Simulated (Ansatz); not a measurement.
# What a change of settings does: P

First run: DFT, PBEsol, all-electron PAW with datasets made for the crystal, scalar-relativistic (Ansatz 0.2.0).

Command: `ansatz run input.yaml --threads 1 --pin off --max-ram 2048MiB --backend cpu --events-out ev --progress --plain --runs-dir out` It took 7 s on 1 thread of Arm Neoverse V1 (shared host), peak memory 0.31 GiB.

```yaml
crystal:
  lattice:
    - [1.725725178, 0.9963478961, 3.1296800121]
    - [-1.725725178, 0.9963478961, 3.1296800121]
    - [0.0, -1.9926957921, 3.1296800121]
  atoms:
    - { symbol: P, position: [0.22708025, 0.22708025, 0.22708025] }
    - { symbol: P, position: [0.77291975, 0.77291975, 0.77291975] }
kpoints:
  mp_grid: { grid: [11, 11, 11] }
scf:
  occupations: { method: fermi_dirac, width: 0.05 }
hamiltonian:
  xc: pbesol
  pseudopotentials: { kind: all_electron, datasets: crystal }
output:
  forces: true
  stress: true
  eigenvalues: true
  efg: { contact_densities: true }
```

The cell is Materials Project entry mp-130, used as a structure alone.

This run: the undistorted cell.

It converges in 7 SCF iterations at a pressure of -1.78 GPa, largest force 0.311 eV/Å.

The input is then changed:

```diff
 kpoints:
-  mp_grid: { grid: [11, 11, 11] }
+  mp_grid: { grid: [14, 14, 14] }
 scf:
```

What does the second run give?

It converges in 7 SCF iterations at a pressure of -1.69 GPa, largest force 0.321 eV/Å, free energy +1.3 meV/atom against the first run's.
